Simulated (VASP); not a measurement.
Here is a VASP 6.6.1 calculation.

The input INCAR:

```
SYSTEM = ZnS
PREC     = Accurate       ! precision mode
ENCUT    = 520            ! plane-wave cutoff, eV
EDIFF    = 1E-7           ! SCF threshold, eV
ISMEAR   = 0              ! smearing method
SIGMA    = 0.03           ! smearing width, eV
LREAL    = .False.        ! projectors in reciprocal space
LASPH    = .True.         ! aspherical terms in the spheres
NELM     = 80             ! most SCF steps
ALGO     = Fast           ! electronic algorithm
ISIF     = 2              ! what is computed and relaxed
LWAVE    = .False.        ! write WAVECAR
LCHARG   = .False.        ! write CHGCAR
GGA      = PE             ! functional
NBANDS   = 16             ! bands
```

The input KPOINTS:

```
regular mesh
0
Gamma
  10 10 10
  0 0 0
```

File POSCAR:

```
ZnS                                     
1.0
    0.0000000000      2.6803314388      2.6803314388
    2.6803314388      0.0000000000      2.6803314388
    2.6803314388      2.6803314388      0.0000000000
  Zn              S             
     1     1
Direct
     0.2500000000000000    0.2500000000000000    0.2500000000000000
     0.0000000000000000    0.0000000000000000    0.0000000000000000
```

The input KPOINTS_OPT:

```
explicit points
202
Reciprocal
 0.0000000000  0.0000000000  0.0000000000 1
 0.0555555556  0.0000000000  0.0555555556 1
 0.1111111111  0.0000000000  0.1111111111 1
 0.1666666667  0.0000000000  0.1666666667 1
 0.2222222222  0.0000000000  0.2222222222 1
 0.2777777778  0.0000000000  0.2777777778 1
[... 194 lines left out ...]
 0.5106428600  0.0212857300  0.5106428600 1
 0.4893571400 -0.0212857300  0.4893571400 1
```

Potentials or basis: VASP PAW PBE potentials, release 64 (Zn, S).

Run with:

```sh
$ cat potpaw_PBE.64/Zn/POTCAR potpaw_PBE.64/S/POTCAR > POTCAR
$ mpirun -np 1 vasp_std > vasp.out
```

(1) What does it give for the band gap along the path?

(2) Estimate the pressure.

(3) Predict the band gap on the k mesh.

Answers

(1) 2.22 eV, direct.

(2) 3.7 GPa.

(3) 2.22 eV, direct.

**Measured values to compare with.**

From “Electronic, vibrational, and thermodynamic properties of ZnS (zincblende and rocksalt structure)”, 2009, arxiv:0911.5022, for a bulk crystal of ZnS at 19 K: band gap 3.85 eV (direct).

Measured gap of ZnS: 3.85 eV (direct; 19 K; quoted in “Electronic, vibrational, and thermodynamic properties of ZnS (zincblende and rocksalt structure)”, 2009, arxiv:0911.5022). This calculation gives 2.22 eV (-1.63 eV). The value is that of PBE, without temperature or zero-point motion. Semilocal functionals fall short of measured gaps as a rule.
